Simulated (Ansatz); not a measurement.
A run of Ansatz 0.2.0 is set up as follows.

The input input.yaml:

```yaml
crystal:
  lattice:
    - [0.0, 2.694, 2.694]
    - [2.694, 0.0, 2.694]
    - [2.694, 2.694, 0.0]
  atoms:
    - { symbol: Cd, position: [0.0, 0.0, 0.0] }
    - { symbol: F, position: [0.75, 0.75, 0.75] }
    - { symbol: F, position: [0.25, 0.25, 0.25] }
hamiltonian:
  xc: rpbe
  pseudopotentials: { kind: paw }
kpoints:
  mp_grid: { grid: [9, 9, 9] }
scf:
  occupations: { method: fermi_dirac, width: 0.05 }
output:
  forces: true
  stress: true
  eigenvalues: true
  write_density: true
  write_potential: true
  elf: true
  volumetric_format: npy
relax:
  f_tol: 0.01
  max_steps: 40
  cell: { stress_tol: 0.05 }
```

Potentials or basis: Ansatz PAW.

Command:

```sh
$ ansatz run input.yaml --threads 2 --pin off --max-ram 5632MiB --backend cpu --events-out ev --progress --plain --runs-dir out
```

Task: Predict the relaxed volume.

Result: 14.43 Å³/atom.

Task: Estimate the space group after relaxing (to 0.05 Å).

Result: Fm-3m (No. 225).

Final structure:
```yaml
crystal:
  lattice:
    - [0.00000, 2.78685, 2.78685]
    - [2.78685, 0.00000, 2.78685]
    - [2.78685, 2.78685, 0.00000]
  atoms:
    - { symbol: Cd, position: [0.00000, 0.00000, 0.00000] }
    - { symbol: F, position: [0.75000, 0.75000, 0.75000] }
    - { symbol: F, position: [0.25000, 0.25000, 0.25000] }
```

Caveat: odd divisions of the mesh miss points on the zone boundary, where band edges often lie, so the gap on the mesh can be too wide; the pressure holds a Pulay correction of +0.5 GPa for the finite cutoff; the PAW data sets come from PBE, with cores solved anew for the run's functional, which leaves a small shift of forces and pressure. Zero-point motion and thermal expansion aren't in these numbers.
